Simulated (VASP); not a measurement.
The system is Rb.

```
CELL_PARAMETERS angstrom
0.00000 2.75701 2.75701
2.75701 0.00000 2.75701
2.75701 2.75701 0.00000
ATOMIC_POSITIONS crystal
Rb 0.00000 0.00000 0.00000
```

The cell was built by a generator and needn't be a form met in nature.

Program: VASP 6.6.1. Alike in all runs: task single point; level r2SCAN; potentials or basis VASP PAW PBE potentials, release 64 (Rb_sv); cell as given; cutoff (eV) 520. Hardware: 1 thread of Intel(R) Xeon(R) 6975P-C (Granite Rapids), on a shared host.

Task: Order these runs on this cell by their wall time, lowest first.
A. spin non-collinear, zero start, SOC; k mesh 6 × 6 × 6; smearing fermi-dirac 0.1 eV
B. spin off; k mesh 6 × 6 × 6; smearing tetrahedron
C. spin off; k mesh 6 × 6 × 6, shifted; smearing fermi-dirac 0.1 eV

Result: B (28 s), A (170 s), C (370 s).
